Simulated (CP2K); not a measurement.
The system is Si.

```
Si
1.0
     2.53211    0.00000    0.00000
     0.00000    2.53211    0.00000
     0.00000    0.00000    2.53211
Si
1
Cartesian
  1.2661 1.2661 1.2661
```

The cell was built by a generator and needn't be a form met in nature.

| Item | Value |
| --- | --- |
| Program | CP2K 2026.2 |
| Task | single point |
| Functional | PBE |
| Potentials or basis | POTENTIAL_UZH Si GTH-PBE-q4; TZVP-MOLOPT-PBE-GTH basis |
| Density cutoff | 6123 eV |
| k mesh | 10 × 10 × 10 |
| Occupations | fermi-dirac, width 0.05 eV |
| Spin | no spin polarisation |

On this cell: pressure -0.2 GPa; band gap on the k mesh none (metal or under the smearing width).

The same run follows on a disturbed copy (cell strained at random at fixed volume):

```xyz
1
Lattice="2.5467 0.0000 0.0000 -0.0347 2.4875 0.0000 -0.0080 0.0015 2.5628" Properties=species:S:1:pos:R:3 pbc="T T T"
Si    1.2469    1.2480    1.2462
```

**Question.** What changes?

**Answer.** The energy (extrapolated to zero smearing) moves by +9.7 meV/atom; pressure 0.0 GPa; band gap on the k mesh none (metal or under the smearing width).

Stress tensor (GPa, compression positive):
```
-2.30  0.76  0.05
 0.76  6.45 -0.05
 0.05 -0.05 -4.14
```

Caveats: the basis of atomic orbitals isn't converged, which shifts pressures, moduli and gaps.
